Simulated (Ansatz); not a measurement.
NaI

```
CELL_PARAMETERS angstrom
0.00000 3.58138 3.58138
3.58138 0.00000 3.58138
3.58138 3.58138 0.00000
ATOMIC_POSITIONS crystal
Na 0.00000 0.00000 0.00000
I 0.25000 0.25000 0.25000
```

Atom numbers follow the list: Na1, I2.

The conventional cell has a = 7.163 Å, b = 7.163 Å, c = 7.163 Å, α = 90.00°, β = 90.00°, γ = 90.00°. Na (atom 1) is surrounded by 4 I at 3.10 Å. Around I (atom 2) lie 4 Na at 3.10 Å.

The structure comes from a relaxation in the same program, started in the zincblende type, and has space group F-43m. Whether it is a known phase or the ground state wasn't checked.

No spin–orbit coupling, which matters for the heavy atoms here.

All numbers are computed: DFT, PBE, all-electron LAPW, scalar-relativistic (Ansatz 0.2.0); DFT, PBE, PAW with Ansatz's default frozen-core files, scalar-relativistic (Ansatz 0.2.0).

For LAPW: a Γ-centred 10×10×10 k mesh, Fermi–Dirac smearing of 0.05 eV, basis error target 1 meV/atom, no spin polarisation. PAW takes a cutoff of 420 eV at this cell. The Ansatz runs share mesh, smearing and spin set-up. Values come from LAPW unless marked.

```json
{"Bader charges (from the PAW run)": "Na1 +0.84, I2 -0.84 e", "Volume per atom": "45.94 Å³", "Pressure at this cell": "0.01 GPa"}
```

Task: Predict this quantity. Band gap.

Result: 3.77 eV, direct at Γ.

Task: Predict this quantity. Löwdin charges (with 0.03 e of the cell spilling out of the atomic basis, so their sizes and signs hang on that basis).

Result: Na1 0.65, I2 -0.61 e.
